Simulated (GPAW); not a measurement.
**A self-consistent single point of CsI (Pm-3m, 2 atoms in the cell) with GPAW**

Method of the run: PBE, GPAW PAW datasets PBE (gpaw-data 1.0.1) (plane waves; GPAW).

This input was run:

```python
from ase import Atoms
from ase.units import GPa
from gpaw import GPAW, PW, FermiDirac

atoms = Atoms(['Cs', 'I'],
              cell=[[4.570000, 0.000000, 0.000000],
                    [0.000000, 4.570000, 0.000000],
                    [0.000000, 0.000000, 4.570000]],
              scaled_positions=[[0.000000, 0.000000, 0.000000],
                                [0.500000, 0.500000, 0.500000]],
              pbc=True)

calc = GPAW(mode=PW(550),
            xc='PBE',
            kpts={'size': (4, 4, 4), 'gamma': True},
            occupations=FermiDirac(0.01),
            nbands=-6,
            convergence={'density': 1e-05, 'energy': 1e-05, 'bands': -4},
            symmetry={'symmorphic': False, 'tolerance': 0.0005},
            maxiter=150)

atoms.calc = calc

energy = atoms.get_potential_energy()
print('Energy (eV):', round(energy, 6))
forces = atoms.get_forces()
print('Forces (eV/Ang):')
print(forces.round(5))
stress = atoms.get_stress()
print('Stress (GPa, Voigt):', (stress / GPa).round(4))
```

The program printed (abridged):

```
Input parameters:
  convergence: {bands: -4,
                density: 1e-05,
                energy: 1e-05}
  kpts: {gamma: True,
         size: (4, 4, 4)}
  maxiter: 150
  mode: {ecut: 550.0,
         name: pw}
  nbands: -6
  occupations: {fixmagmom: False,
                name: fermi-dirac,
                width: 0.01}
  symmetry: {symmorphic: False,
             tolerance: 0.0005}
  xc: PBE

species:
  Cs:
    name: Caesium
    Z: 55.0
    valence: 9
    core: 46
    charge: 0.0
    file: Cs.PBE.gz

    # Using partial waves for Cs as LCAO basis

  I:
    name: Iodine
    Z: 53.0
    valence: 7
    core: 46
    charge: 0.0
    file: I.PBE.gz

    # Using partial waves for I as LCAO basis

Reference energy: -405340.872152  # eV

Spin-paired calculation

Convergence criteria:
 Maximum [total energy] change in last 3 cyles: 1e-05 eV / valence electron
 Maximum integral of absolute [dens]ity change: 1e-05 electrons / valence electron
 Maximum integral of absolute [eigenst]ate change: 4e-08 eV^2 / valence electron
 Maximum number of scf [iter]ations: 150

Symmetries present (total): 48
Symmetries with fractional translations: 0
64 k-points: 4 x 4 x 4 Monkhorst-Pack grid + [1/8,1/8,1/8]
10 k-points in the irreducible part of the Brillouin zone
       k-points in crystal coordinates                weights
   0:     0.00000000    0.00000000    0.00000000          1/64
   1:     0.25000000    0.00000000    0.00000000          6/64
   2:     0.25000000    0.25000000    0.00000000         12/64
   [... 7 lines left out ...]

Wave functions: Plane wave expansion
  Cutoff energy: 550.000 eV
  Number of coefficients (min, max): 2752, 2826
  Pulay-stress correction: 0.000000 eV/Ang^3 (de/decut=0.000000)

Occupation numbers: Fermi-Dirac:
  width: 0.0100  # eV

Eigensolver

Densities:
  Coarse grid: 25*25*25 grid
  Fine grid: 50*50*50 grid
  Total Charge: 0.000000

Density mixing:
  Method: separate
  Backend: pulay
  Linear mixing parameter: 0.05
  old densities: 5
  Damping of long wavelength oscillations: 50

Hamiltonian:
  XC and Coulomb potentials evaluated on a 50*50*50 grid
  External potential:
    NoExternalPotential

XC parameters: PBE with 2 nearest neighbor stencil

Number of atoms: 2
Number of atomic orbitals: 9
Number of bands in calculation: 14
Number of valence electrons: 16
Bands to converge: 10

Density initialized from atomic densities
  9 bands from LCAO basis set
  5 bands from random numbers

Atomic positions and initial magnetic moments

Positions:
   0 Cs     0.000000    0.000000    0.000000    ( 0.0000,  0.0000,  0.0000)
   1 I      2.285000    2.285000    2.285000    ( 0.0000,  0.0000,  0.0000)

Unit cell:
           periodic     x           y           z      points  spacing
  1. axis:    yes    4.570000    0.000000    0.000000    25     0.1828
  2. axis:    yes    0.000000    4.570000    0.000000    25     0.1828
  3. axis:    yes    0.000000    0.000000    4.570000    25     0.1828

  Lengths:   4.570000   4.570000   4.570000
  Angles:   90.000000  90.000000  90.000000

Effective grid spacing dv^(1/3) = 0.1828

     iter     time        total  log10-change:
                         energy   eigst   dens
iter:   1 --:--:--    -5.633636   +0.74
iter:   2 --:--:--    -5.592829   -0.29  -1.26
iter:   3 --:--:--    -5.396686   -1.13  -1.29
iter:   4 --:--:--    -5.399319   -2.58  -1.63
iter:   5 --:--:--    -5.397301   -0.66  -1.64
iter:   6 --:--:--    -5.393172   -2.23  -2.06
iter:   7 --:--:--    -5.393347   -3.33  -2.40
iter:   8 --:--:--    -5.393410   -4.31  -2.86
iter:   9 --:--:--    -5.393374c  -5.30  -3.05
iter:  10 --:--:--    -5.393397c  -5.70  -2.95
iter:  11 --:--:--    -5.393401c  -6.04  -3.40
iter:  12 --:--:--    -5.393401c  -7.36  -4.16
iter:  13 --:--:--    -5.393401c  -8.02c -4.15
iter:  14 --:--:--    -5.393401c  -8.14c -4.11
iter:  15 --:--:--    -5.393401c  -8.25c -4.18
iter:  16 --:--:--    -5.393401c  -9.25c -4.31
iter:  17 --:--:--    -5.393401c  -8.04c -4.36
iter:  18 --:--:--    -5.393401c  -9.00c -5.12c

Converged after 18 iterations.

Dipole moment: (-0.000000, -0.000000, 0.000000) |e|*Ang

Energy contributions relative to reference atoms: (reference = -405340.872152)

Kinetic:         +8.621534
Potential:       -7.923498
External:        +0.000000
XC:              -6.041950
Entropy (-ST):   -0.000000
Local:           -0.049487
SIC:             +0.000000
--------------------------
Free energy:     -5.393401
Extrapolated:    -5.393401

Showing only first 2 kpts
 Kpt  Band  Eigenvalues  Occupancy
  0     6      2.48957    2.00000
  0     7      2.48957    2.00000
  0     8      6.46213    0.00000
  0     9      6.76905    0.00000

  1     6      2.41541    2.00000
  1     7      2.41541    2.00000
  1     8      7.13774    0.00000
  1     9      7.57472    0.00000

Fermi level: 4.16149

Gap: 3.884 eV
Transition (v -> c):
  (s=0, k=7, n=7, [0.50, 0.50, 0.00]) -> (s=0, k=0, n=8, [0.00, 0.00, 0.00])
Direct/indirect transitions are different
Direct gap: 3.973 eV
Transition at: (s=0, k=0, n=7, [0.00, 0.00, 0.00])
Energy (eV): -5.393401

Forces in eV/Ang:
  0 Cs   -0.00000    0.00000    0.00000
  1 I     0.00000   -0.00000    0.00000

Stress tensor:
    -0.004858     0.000000     0.000000
     0.000000    -0.004858     0.000000
     0.000000     0.000000    -0.004858
Stress (GPa, Voigt): [-0.7783 -0.7783 -0.7783  0.      0.      0.    ]
```

The run converged in 18 iterations. GPAW prints stress with tension positive.

The starting cell has typed, rounded lattice constants, without a prior relaxation at this level. Spin-orbit coupling is off.
